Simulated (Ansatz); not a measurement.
Input and command of a calculation in Ansatz (plane waves; scalar-relativistic PAW potentials unless the input names others):

```yaml
crystal:
  lattice:
    - [5.4700936262, 0.0, -0.0011839329]
    - [0.0, 7.7358807747, 0.0]
    - [-2.7358196121, 0.0, 3.6471151218]
  atoms:
    - { symbol: K, position: [0.0, 0.0, 0.0] }
    - { symbol: K, position: [0.5, 0.5, 0.0] }
basis:
  ecutwfc: 420
kpoints:
  mp_grid: { grid: [7, 5, 10] }
hamiltonian:
  xc: pbe
scf:
  occupations: { method: gaussian, width: 0.1 }
  n_extra_bands: 8
output:
  forces: true
  eigenvalues: true
  stress: true
```

```bash
ansatz run input.yaml --threads 4 --pin off --max-ram 8192MiB --backend cpu --events-out ev --progress --plain --runs-dir out
```

Abridged log:
```
Basis set: ecut = 420 eV, 2977 PW (Γ), exchange–correlation on 80×108×64 points (8 copies of the dense FFT grid, shifted against one another)
Bands: 17, of which v1, the nominal top of the filled ones, is band 9 counted from 1 (8 counted from 0)
Symmetry: 8 space group operations
k-points: 108 of 350
SCF iter   1: F=—  HF=-3075.561056 eV  |F-HF|=—  |Δ(HF+E_count)|=         —  Δρ=3.40e-4  dr2=1.02e-4  ethr=1.77e-3  ⟨swp⟩=7.0  Hψ=11574  notcnv=0  defer=16
SCF iter   2: F=—  HF=-3075.560303 eV  |F-HF|=—  |Δ(HF+E_count)|=   7.53e-4  Δρ=2.63e-4  dr2=1.11e-4  ethr=5.68e-7  ⟨swp⟩=2.0  Hψ=3664  notcnv=0  defer=19
SCF iter   3: F=—  HF=-3075.560476 eV  |F-HF|=—  |Δ(HF+E_count)|=   1.73e-4  Δρ=1.04e-4  dr2=2.27e-5  ethr=5.68e-7  ⟨swp⟩=2.7  Hψ=2472  notcnv=0  defer=19
SCF iter   4: F=—  HF=-3075.560528 eV  |F-HF|=—  |Δ(HF+E_count)|=   5.18e-5  Δρ=5.25e-5  dr2=3.67e-6  ethr=1.26e-7  ⟨swp⟩=2.0  Hψ=2507  notcnv=0  defer=19
SCF iter   5: F=—  HF=-3075.560528 eV  |F-HF|=—  |Δ(HF+E_count)|=   2.57e-7  Δρ=1.85e-5  dr2=5.46e-7  ethr=2.04e-8  ⟨swp⟩=1.9  Hψ=1712  notcnv=0  defer=19
SCF iter   6: F=-3075.560528 eV  HF=-3075.560528 eV  |F-HF|=9.42e-10  |Δ(HF+E_count)|=   2.60e-8  Δρ=1.73e-6  dr2=1.07e-8  ethr=5.56e-10  ⟨swp⟩=6.9  Hψ=8916  notcnv=0
SCF 1 converged in 6 iterations: F = -3075.560528 eV  dr2 = 1.07e-8
SCF converged after 6 iterations
Free energy (F): -3075.560528 eV
Harris-Foulkes:  -3075.560528 eV  (|F-HF|=9.42e-10)
Internal energy: -3075.551710 eV  (E = F + TS)
E sigma→0 (E₀):  -3075.556119 eV
Entropy (-TS):   -0.008819 eV (-4.409 meV/atom)
Fermi energy:    1.565519 eV
--- Forces (eV/Å), atoms counted from 1 ---
  atom   1  K      0.00000000     0.00000000     0.00000000
  atom   2  K      0.00000000     0.00000000     0.00000000
--- Stress (GPa, compression-positive) ---
       -0.141503       0.000000      -0.005608
        0.000000      -0.287126       0.000000
       -0.005608       0.000000      -0.000838
  P = ⅓ Tr σ = -0.1432 GPa (-1.432 kbar)
```

Apart from outputs and the relaxation, which only the reference makes, the input differs from a reference run on usual settings in scf.n_extra_bands: not typed → 8. The reference, at the same geometry, ended its own course with pressure -0.14 GPa, largest force 0.000 eV/Å, no gap on the mesh. This run converged in 6 SCF iterations with an energy at zero smearing within 0.01 meV/atom of the reference's, pressure -0.14 GPa, largest force 0.000 eV/Å, no gap on the mesh.

The run took 2.7 s on 4 threads of Intel(R) Xeon(R) Platinum 8259CL CPU @ 2.50GHz (Skylake/Cascade Lake), on a shared host, peak memory 0.62 GiB.